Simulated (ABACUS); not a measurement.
## ZrN under changes of volume

One of the cells (12.167 Å³/atom); the others are scaled copies at fixed shape and fractional positions:

```
Zr N
1.0
     0.00000    2.30000    2.30000
     2.30000    0.00000    2.30000
     2.30000    2.30000    0.00000
Zr N
1 1
Direct
  0.50000 0.50000 0.50000
  0.00000 0.00000 0.00000
```

```yaml
Program: ABACUS 3.10.1
Functional: PBE
Potentials_or_basis: PseudoDojo NC SR 0.4.1 PBE standard
Cutoff: 1361 eV
Density_cutoff: 5442 eV
Basis: DZP LCAO (the cutoffs set its grid)
k_mesh: 10 × 10 × 10
Occupations: fermi-dirac, width 0.05 eV
Spin: no spin polarisation
```

| volume (Å³/atom) | energy over the lowest point (meV/atom) | pressure (GPa) |
| --- | --- | --- |
| 11.437 | 35.94 | 17.0 |
| 11.680 | 15.03 | 10.6 |
| 11.924 | 3.37 | 4.9 |
| 12.167 | 0.00 | -0.3 |
| 12.410 | ? | ? |
| 12.654 | 14.74 | -9.1 |
| 12.897 | 31.43 | -12.8 |

Question: What does the run at 12.410 Å³/atom give?

Answer: Energy over the lowest point 4.03 meV/atom; pressure -4.9 GPa.

Worked out: A Birch-Murnaghan fit of order 3 (a polynomial in V^(-2/3)) to the other rows has its minimum at 12.15 Å³/atom with B0 = V·E''(V) = 246 GPa and B' = 4.4. It gives 4.02 meV/atom at 12.410 Å³/atom, against the run's 4.03, and -dE/dV = -4.9 GPa, against -4.9.

Energies are extrapolated to zero smearing.

Caveats: the atomic orbitals were generated for these runs and aren't a published set; the basis of atomic orbitals isn't converged, which shifts pressures, moduli and gaps.
